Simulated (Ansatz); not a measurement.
## Structure relaxation of Cl

Theory: DFT PBE, scalar-relativistic, plane waves, PAW in Ansatz 0.2.0. Cutoff 420 eV, Γ-centred k mesh, Gaussian smearing, no spin polarisation in the final step.

The start is a random cell of Cl with space group I4/mcm (No. 140), drawn with lower limits on the distances.

```
Cl
1.0
    -3.52890    3.52890    2.49140
     3.52890   -3.52890    2.49140
     3.52890    3.52890   -2.49140
Cl
4
Direct
  0.20473 0.70473 0.90946
  0.29527 0.20473 0.50000
  0.79527 0.29527 0.09054
  0.70473 0.79527 0.50000
```

Steps on the 4×4×4 mesh (4 atoms). 8 of 8 steps are shown, and the free energy counts from the last. Trial steps that were taken back and renewals of the plane-wave basis can be among the rows.

```
step  ΔF (meV/atom) V (Å³/atom) P (GPa) largest force component (eV/Å)
   1          394.9        31.03    -4.13                           0.759
   2          134.5        30.56    -2.16                           0.475
   3            8.5        29.75     0.77                           0.112
   4            2.2        30.48    -0.03                           0.014
   5            1.5        30.80     0.11                           0.004
   6            0.4        32.10     0.21                           0.007
   7            0.2        32.66     0.00                           0.001
   8            0.0        32.66     0.01                           0.001
```

A final relaxation ran on a 14×14×24 mesh. The relaxed crystal, P4/mmm (No. 123):

```cif
data_structure
_symmetry_space_group_name_H-M 'P4/mmm'
_symmetry_Int_Tables_number 123
_cell_length_a 3.6550
_cell_length_b 3.6550
_cell_length_c 2.3195
_cell_angle_alpha 90.000
_cell_angle_beta 90.000
_cell_angle_gamma 90.000
_cell_volume 30.99
loop_
_atom_site_label
_atom_site_type_symbol
_atom_site_symmetry_multiplicity
_atom_site_Wyckoff_symbol
_atom_site_fract_x
_atom_site_fract_y
_atom_site_fract_z
_atom_site_occupancy
Cl1 Cl 1 c 0.50000 0.50000 0.00000 1
```

```yaml
Volume_per_atom: 31.0 Å³
Density: 1.9 g/cm³
Energy_over_the_standard_structure: 0.14 eV/atom
Gap_on_the_14×14×24_mesh: 0 eV (a metal)
```

Energies count from the standard state of Cl at the same level (the diatomic molecule).

The final run used a 14×14×24 mesh on its 1-atom cell and 0.10 eV smearing. For metals, differences of a few meV/atom aren't resolved. Weakly bound directions are ill-defined at this level, which has no dispersion term.

Symmetry constrained the relaxation, so the result can be a saddle point.